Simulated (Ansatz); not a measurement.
RbBr:

```
CELL_PARAMETERS angstrom
4.12608 0.00000 0.00000
0.00000 4.12608 0.00000
0.00000 0.00000 4.12608
ATOMIC_POSITIONS crystal
Rb 0.00000 0.00000 0.00000
Br 0.50000 0.50000 0.50000
```

The cell comes from a database or a generator and needn't be the stable form of this composition.

Base run:

```yaml
Program: Ansatz 0.2.0
Functional: HSE06 form with a typed share of exact exchange
Potentials_or_basis: Ansatz PAW
Cutoff: "420 eV (not typed: the program's choice for these potentials)"
k_mesh: 4 × 4 × 4
Occupations: fermi-dirac, width 0.05 eV
Spin: no spin polarisation
```

Its results: band gap on the k mesh 6.54 eV, indirect (least direct gap 6.71 eV); pressure 0.1 GPa.

Task: The run is repeated on the same cell with these changes: share of exact exchange from 0.5 to 0.1. What comes out?

Result: Band gap on the k mesh 4.56 eV, indirect (least direct gap 4.71 eV); pressure 0.7 GPa.

Caveats: the PAW data sets come from PBE, with cores solved anew for the run's functional, which leaves a small shift of forces and pressure; the thresholds are loose for stress.

A k mesh can miss the band edges.
